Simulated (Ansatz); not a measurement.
## HgSe under changes of volume

One of the cells (28.067 Å³/atom); the others are scaled copies at fixed shape and fractional positions:

```
Hg Se
1.0
     0.00000    3.03900    3.03900
     3.03900    0.00000    3.03900
     3.03900    3.03900    0.00000
Hg Se
1 1
Direct
  0.00000 0.00000 0.00000
  0.75000 0.75000 0.75000
```

- Program: Ansatz 0.2.0
- Functional: PBEsol
- Dispersion: D3(BJ)
- Potentials or basis: Ansatz PAW
- Cutoff: 420 eV (not typed: the program's choice for these potentials)
- k mesh: 8 × 8 × 8
- Occupations: fermi-dirac, width 0.05 eV
- Spin: no spin polarisation

```tsv
volume (Å³/atom)	energy over the lowest point (meV/atom)	pressure (GPa)
26.383	16.91	3.7
26.944	6.50	2.2
27.505	1.06	0.9
28.067	0.00	-0.3
28.628	2.86	-1.3
29.189	?	?
29.751	18.55	-3.1
```

Task: What does the run at 29.189 Å³/atom give?

Result: Energy over the lowest point 9.17 meV/atom; pressure -2.3 GPa.

Worked out: A Birch-Murnaghan fit of order 3 (a polynomial in V^(-2/3)) to the other rows has its minimum at 27.93 Å³/atom with B0 = V·E''(V) = 57 GPa and B' = 5.0. It gives 9.16 meV/atom at 29.189 Å³/atom, against the run's 9.17, and -dE/dV = -2.3 GPa, against -2.3.

Energies are extrapolated to zero smearing.

Caveats: pairwise dispersion overbinds metals, which lowers pressure and volume; the PAW data sets come from PBE, with cores solved anew for the run's functional, which leaves a small shift of forces and pressure.
